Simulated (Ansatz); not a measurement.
The system is Fe.

```
Fe
1.0
     0.00000    1.94174    1.96511
     1.49844    0.00000    1.96511
     1.49844    1.94174    0.00000
Fe
1
Cartesian
  0.0000 0.0000 0.0000
```

Program: Ansatz 0.2.0. Alike in all runs: potentials or basis Ansatz PAW; cell as given; k mesh 13 × 13 × 13; cutoff (eV) 420.

Q: Order these runs on this cell by their pressure, lowest first.
A. level PBEsol; spin collinear, ferromagnetic start; smearing fermi-dirac 0.05 eV
B. level LDA; spin collinear, ferromagnetic start; smearing gaussian 0.02 eV
C. level PBEsol+U; spin collinear, random start; U Fe d U = 6.2 eV; smearing methfessel-paxton 0.2 eV; hubbard projectors ortho-atomic (the default); double counting fll (the default)

A: B (-18.7 GPa), A (-10.4 GPa), C (45.5 GPa).

Caveats: the PAW data sets come from PBE, with cores solved anew for the run's functional, which leaves a small shift of forces and pressure; so large a pressure means that the cell lies far from this level's equilibrium, or that cutoff or potentials fall short (some runs); the magnetic or orbital state may not be the lowest (some runs); a pressure of tens of GPa on the cell as given is suspect, and the run, the potentials or the cell itself is likely at fault (some runs); the U is typed as a test and isn't derived for this compound (some runs).

Not every run made on this cell is shown here.
